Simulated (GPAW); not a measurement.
Runs of GPAW 26.7.0 on TiO. It takes space group P-6m2 (No. 187, hexagonal). Conventional cell: a = 3.009 Å, b = 3.009 Å, c = 2.937 Å, α = 90.00°, β = 90.00°, γ = 120.00°. Ti (site symmetry -6m2) is surrounded by 6 O at 2.27 Å. O (site symmetry -6m2) is surrounded by 6 Ti at 2.27 Å. The cell comes from a database or a generator and needn't be the stable form of this composition.

```csv
task,level,potentials or basis,spin,U,k mesh,cutoff (eV),smearing,maxiter,eigensolver,start of the occupation matrix,cycles with the matrix held,convergence,gap on the mesh (eV),pressure (GPa)
single point,r2SCAN,"GPAW PAW data sets (gpaw-data 1.2.1), pw",off,-,10 × 10 × 9,800,fermi-dirac 0.05 eV,150,-,-,-,-,none,-30.4
single point,SCAN,"GPAW PAW data sets (gpaw-data 1.2.1), pw",off,-,10 × 10 × 9,800,fermi-dirac 0.05 eV,150,-,-,-,-,none,-30.9
single point,TB-mBJ,"GPAW PAW data sets for LDA (gpaw-data 1.2.1), pw",off,-,10 × 10 × 9,800,fermi-dirac 0.05 eV,150,-,-,-,-,none,-
single point,TPSS,"GPAW PAW data sets (gpaw-data 1.2.1), pw",off,-,10 × 10 × 9,800,fermi-dirac 0.05 eV,150,davidson,-,-,-,none,-29.4
single point from a typed occupation,r2SCAN+U,"GPAW PAW data sets (gpaw-data 1.2.1), pw","collinear, ferromagnetic start",Ti d U = 7 eV,7 × 7 × 6,600,gaussian 0.05 eV,120,-,xy_yz_xz_first,14,density=0.0001 energy=1e-05,0.94,(a)
```

Alike in all rows: cell as given.

**Question.** Fill in the values left out.

**Answer.** (a) 15.3.

Caveats: the PAW data sets were made with another functional, which shifts forces and pressure a little; semilocal functionals often make such compounds metallic where correlation or magnetic order opens a gap, which also shifts bond lengths (some runs); a pressure of tens of GPa on the cell as given is suspect, and the run, the potentials or the cell itself is likely at fault (some runs); a model potential gives levels but no total energy (some runs); the cutoff is short for stress and forces, so pressures can be off by a GPa or more (some runs); the occupation matrix was held by a function in the script for the first cycles and then freed (some runs); the end state hangs on it (some runs).

A k mesh can miss the band edges.

A gap of «none» marks a metal or a gap under the smearing width.
